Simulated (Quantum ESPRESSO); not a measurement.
A run of Quantum ESPRESSO 7.5:

pw.in

```
&CONTROL
  calculation = 'scf'
  prefix = 'pwscf'
  outdir = './tmp'
  pseudo_dir = './pseudo'
  tprnfor = .true.
  tstress = .true.
  disk_io = 'low'
/
&SYSTEM
  ibrav = 0
  celldm(1) = 8
  nat = 4
  ntyp = 2
  ecutwfc = 84
  nbnd = 14
  input_dft = 'rpbe'
  occupations = 'smearing'
  smearing = 'fd'
  degauss = 0.00367493
/
&ELECTRONS
  conv_thr = 8d-10
  electron_maxstep = 120
  mixing_beta = 0.5
/
ATOMIC_SPECIES
N     14.0070 N.upf
B     10.8100 B.upf
CELL_PARAMETERS alat
  0.5901236741981   0.0000000000000   0.0000000000000
 -0.2950618370991   0.5110620932419   0.0000000000000
  0.0000000000000   0.0000000000000   1.5674569556474
ATOMIC_POSITIONS crystal
N      0.6666666667    0.3333333333    0.2500000000
N      0.3333333333    0.6666666667    0.7500000000
B      0.6666666667    0.3333333333    0.7500000000
B      0.3333333333    0.6666666667    0.2500000000
K_POINTS automatic
8 8 2 0 0 1
```

Contents of relax.in:

```
&CONTROL
  calculation = 'vc-relax'
  prefix = 'pwscf'
  outdir = './tmp'
  pseudo_dir = './pseudo'
  tprnfor = .true.
  tstress = .true.
  disk_io = 'low'
  nstep = 40
  forc_conv_thr = 0.0001
  etot_conv_thr = 1d-06
/
&SYSTEM
  ibrav = 0
  celldm(1) = 8
  nat = 4
  ntyp = 2
  ecutwfc = 84
  nbnd = 14
  input_dft = 'rpbe'
  occupations = 'smearing'
  smearing = 'fd'
  degauss = 0.00367493
/
&ELECTRONS
  conv_thr = 8d-10
  electron_maxstep = 120
  mixing_beta = 0.5
/
&IONS
  ion_dynamics = 'bfgs'
/
&CELL
  cell_dynamics = 'bfgs'
  press = 0
  press_conv_thr = 0.2
/
ATOMIC_SPECIES
N     14.0070 N.upf
B     10.8100 B.upf
CELL_PARAMETERS alat
  0.5901236741981   0.0000000000000   0.0000000000000
 -0.2950618370991   0.5110620932419   0.0000000000000
  0.0000000000000   0.0000000000000   1.5674569556474
ATOMIC_POSITIONS crystal
N      0.6666666667    0.3333333333    0.2500000000
N      0.3333333333    0.6666666667    0.7500000000
B      0.6666666667    0.3333333333    0.7500000000
B      0.3333333333    0.6666666667    0.2500000000
K_POINTS automatic
8 8 2 0 0 1
```

scf2.in

```
&CONTROL
  calculation = 'scf'
  prefix = 'pwscf'
  outdir = './tmp'
  pseudo_dir = './pseudo'
  tprnfor = .true.
  tstress = .true.
  disk_io = 'low'
/
&SYSTEM
  ibrav = 0
  celldm(1) = 8
  nat = 4
  ntyp = 2
  ecutwfc = 84
  nbnd = 14
  input_dft = 'rpbe'
  occupations = 'fixed'
/
&ELECTRONS
  conv_thr = 1d-13
  electron_maxstep = 120
  mixing_beta = 0.5
  startingpot = 'file'
  startingwfc = 'file'
/
ATOMIC_SPECIES
N     14.0070 N.upf
B     10.8100 B.upf
CELL_PARAMETERS alat
  0.5936446780936   0.0000000000068   0.0000000000000
 -0.2968223390527   0.5141113720470   0.0000000000000
  0.0000000000000   0.0000000000000   1.8330695656182
ATOMIC_POSITIONS crystal
N      0.6666666666    0.3333333332    0.2500000000
N      0.3333333332    0.6666666666    0.7500000000
B      0.6666666666    0.3333333332    0.7500000000
B      0.3333333332    0.6666666666    0.2500000000
K_POINTS automatic
8 8 2 0 0 1
```

File ph.in:

```
phonons of BN
&INPUTPH
  prefix = 'pwscf'
  outdir = './tmp'
  tr2_ph = 1d-18
  fildyn = 'dyn'
  niter_ph = 90
  alpha_mix(1) = 0.7
  epsil = .true.
/
0.0000000000 0.0000000000 0.0000000000
```

The input dynmat.in:

```
&INPUT
  fildyn = 'dyn'
  asr = 'crystal'
  lperm = .true.
  filout = 'dynmat.disp'
  fileig = 'dynmat.eig'
/
```

Contents of dynmat_lo.in:

```
&INPUT
  fildyn = 'dyn'
  asr = 'crystal'
  filout = 'dynmat_lo.disp'
  fileig = 'dynmat_lo.eig'
  q(1) = 0
  q(2) = 0
  q(3) = 1
/
```

Potentials or basis: PseudoDojo 0.4.1 SR PBE standard.

The run is started by

```bash
$ OMP_NUM_THREADS=1 mpirun -n 4 pw.x -nk 2 -in pw.in > pw.out
$ OMP_NUM_THREADS=1 mpirun -n 4 pw.x -nk 2 -in relax.in > relax.out
$ OMP_NUM_THREADS=1 mpirun -n 4 pw.x -nk 2 -in scf2.in > scf2.out
$ OMP_NUM_THREADS=1 mpirun -n 4 ph.x -nk 2 -in ph.in > ph.out
$ OMP_NUM_THREADS=1 mpirun -n 1 dynmat.x -in dynmat.in > dynmat.out
$ OMP_NUM_THREADS=1 mpirun -n 1 dynmat.x -in dynmat_lo.in > dynmat_lo.out
```

Hardware: 4 MPI ranks on Intel(R) Xeon(R) Processor @ 2.50GHz (Skylake/Cascade Lake) (shared host).

Task: Estimate the wall time of this run.

Result: Wall time 3.6 min on 4 MPI ranks on Intel(R) Xeon(R) Processor @ 2.50GHz (Skylake/Cascade Lake), with other jobs on the host, peak memory 0.28 GiB a rank. Counts: scf iterations 115, k pools 2, bands 14, ion steps 11, k points 10, g dense 25183.
